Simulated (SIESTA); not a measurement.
Crystal: CuO (Tenorite).

```
Cu O
1.0
     2.34185   -1.71130    0.00000
     2.34185    1.71130    0.00000
    -0.85003    0.00000    5.05787
Cu O
2 2
Cartesian
  0.7459 -0.8557 2.5289
  1.1709 0.8557 0.0000
  1.7043 0.2793 3.7934
  2.1293 -0.2793 1.2645
```

Base run:

| Property | Result |
| --- | --- |
| Program | SIESTA 5.4.2 |
| Functional | BLYP |
| Potentials or basis | PseudoDojo 0.4 standard (PBE files) |
| Basis | DZP (energy shift 0.003 Ry; two zetas on semicore shells) |
| Grid cutoff | 800 Ry |
| Energy shift | 0.003 Ry |
| k mesh | 10 × 10 × 5 |
| Occupations | fermi-dirac, width 0.05 eV |
| Spin | no spin polarisation |

Its results: band gap on the k mesh none (metal or under the smearing width); pressure 13.6 GPa; largest force 0.076 eV/Å.

Problem. After a change of settings the same cell gave: band gap on the k mesh none (metal or under the smearing width); pressure 0.9 GPa; largest force 0.138 eV/Å. Which change was it?
A. functional from BLYP to PBEsol; potentials or basis from PseudoDojo 0.4 standard (PBE files) to PseudoDojo 0.4 standard (PBEsol files)
B. functional from BLYP to AM05; potentials or basis from PseudoDojo 0.4 standard (PBE files) to PseudoDojo 0.4 standard (PBEsol files)
C. functional from BLYP to LDA; potentials or basis from PseudoDojo 0.4 standard (PBE files) to PseudoDojo 0.4 standard (LDA files)
D. functional from BLYP to vdW-DF-cx

Solution. D.

Caveats: short orbitals over semicore shells can move pressures by several GPa; the potentials were made for another functional, which shifts forces and pressure; the basis of atomic orbitals isn't converged, which shifts pressures, moduli and gaps; the run has no spin polarisation, though such a crystal can be magnetic; semilocal functionals often make such compounds metallic where correlation or magnetic order opens a gap, which also shifts bond lengths.

Not every run made on this cell is shown here.
